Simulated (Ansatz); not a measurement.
# NiO (Fm-3m) in Ansatz: equation of state

Aim: energy against volume of NiO in PBEsol, for its equilibrium volume and stiffness.

Everything below comes from runs of Ansatz 0.2.0. Logs are shortened: lines on timing, memory, paths and dates and some standing lists are left out, and cuts for length are marked.

### Step 1. The crystal as given

It takes space group Fm-3m (No. 225, cubic). The conventional cell has a = 4.172 Å, b = 4.172 Å, c = 4.172 Å, α = 90.00°, β = 90.00°, γ = 90.00°. Ni (site symmetry m-3m) is surrounded by 6 O at 2.09 Å. Around O (site symmetry m-3m) lie 6 Ni at 2.09 Å.

### Step 2. Equation of state, PBEsol, collinear spin, ferromagnetic start

Potentials or basis: all-electron LAPW, scalar-relativistic.

No new run: the results of the series are fitted here.

Results:

```yaml
Equilibrium_volume: 8.74 Å³/atom
Bulk_modulus: 202 GPa
Pressure_derivative_of_the_bulk_modulus: "5.9 (rough: it moves with the points fitted)"
```

Energy against volume, from the lowest point:
| volume (Å³/atom) | energy (meV/atom) |
| --- | --- |
| 8.531 | 3.24 |
| 8.713 | 0.00 |
| 8.894 | 1.74 |
| 9.076 | 7.65 |
| 9.257 | 17.14 |
| 9.439 | 29.84 |
| 9.620 | 45.28 |
